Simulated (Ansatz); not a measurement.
# SiO2: the cost of one run

Program: Ansatz 0.2.0. Level of theory: DFT r2SCAN, scalar-relativistic, plane waves, PAW. These are calculated values, not measurements.

## (1) The system as given

The structure is orthorhombic, space group Fddd (No. 70). The conventional cell has a = 4.719 Å, b = 9.433 Å, c = 14.726 Å, α = 90.00°, β = 90.00°, γ = 90.00°. Around Si (site symmetry 2) lie 4 O at 1.60 to 1.62 Å. O (site symmetry -1) has 2 Si at 1.60 Å as nearest neighbours. Around O (site symmetry 2) lie 2 Si at 1.62 Å.

Coordinates:

```cif
data_structure
_symmetry_space_group_name_H-M 'Fddd:1'
_symmetry_Int_Tables_number 70
_cell_length_a 4.7192
_cell_length_b 9.4325
_cell_length_c 14.7256
_cell_angle_alpha 90.000
_cell_angle_beta 90.000
_cell_angle_gamma 90.000
_cell_volume 655.49
loop_
_atom_site_label
_atom_site_type_symbol
_atom_site_symmetry_multiplicity
_atom_site_Wyckoff_symbol
_atom_site_fract_x
_atom_site_fract_y
_atom_site_fract_z
_atom_site_occupancy
Si1 Si 16 g 0.75000 0.75000 0.56323 1
O1 O 16 d 0.87500 0.62500 0.87500 1
O2 O 16 f 0.50000 0.68656 0.00000 1
```

The structure comes from the Materials Project (structure only).

## (2) A random distortion, cell strained

Against the listed cell: strain xx, yy, zz, yz, xz, xy = +2.6, +2.8, +2.0, +0.2, -0.3, -0.3 %; atoms moved by 0.06 Å root mean square, at most 0.11 Å.

Contents of input.yaml:

```yaml
crystal:
  lattice:
    - [-0.036983557, 4.8623416235, 7.5149941511]
    - [2.3992502135, 0.0041439202, 7.5004874639]
    - [2.4048234981, 4.842482896, 0.000868311]
  atoms:
    - { symbol: Si, position: [0.5671345544, 0.5591551163, 0.9315762877] }
    - { symbol: Si, position: [0.3065968312, 0.3232947421, 0.6933565216] }
    - { symbol: Si, position: [0.6800146552, 0.6934172465, 0.3168896696] }
    - { symbol: Si, position: [0.9484548412, 0.9196801449, 0.5661563215] }
    - { symbol: O, position: [0.636130149, 0.1067747005, 0.6149363747] }
    - { symbol: O, position: [0.6327970806, 0.6184008372, 0.1131382555] }
    - { symbol: O, position: [0.6237677977, 0.624609173, 0.6191439543] }
    - { symbol: O, position: [0.1028159656, 0.6519580494, 0.6439399365] }
    - { symbol: O, position: [0.1823780893, 0.8186636374, 0.1872738582] }
    - { symbol: O, position: [0.8216516626, 0.1745617218, 0.8044514983] }
    - { symbol: O, position: [0.4351710023, 0.0656792206, 0.4427968617] }
    - { symbol: O, position: [0.0630866919, 0.4438047312, 0.0663411393] }
basis:
  ecutwfc: 500
kpoints:
  mp_grid: { grid: [6, 6, 6] }
hamiltonian:
  xc: r2scan
scf:
  occupations: { method: gaussian, width: 0.02 }
output:
  forces: true
  stress: true
  eigenvalues: true
```

Run with:

```bash
$ ansatz run input.yaml --threads 2 --pin off --max-ram 3584MiB --backend cpu --events-out ev --progress --plain --runs-dir out
```

What time and memory should one allow on 2 threads of Intel Xeon 6975P-C (Granite Rapids), shared host?

About 49 s, with a peak of 1.5 GiB.
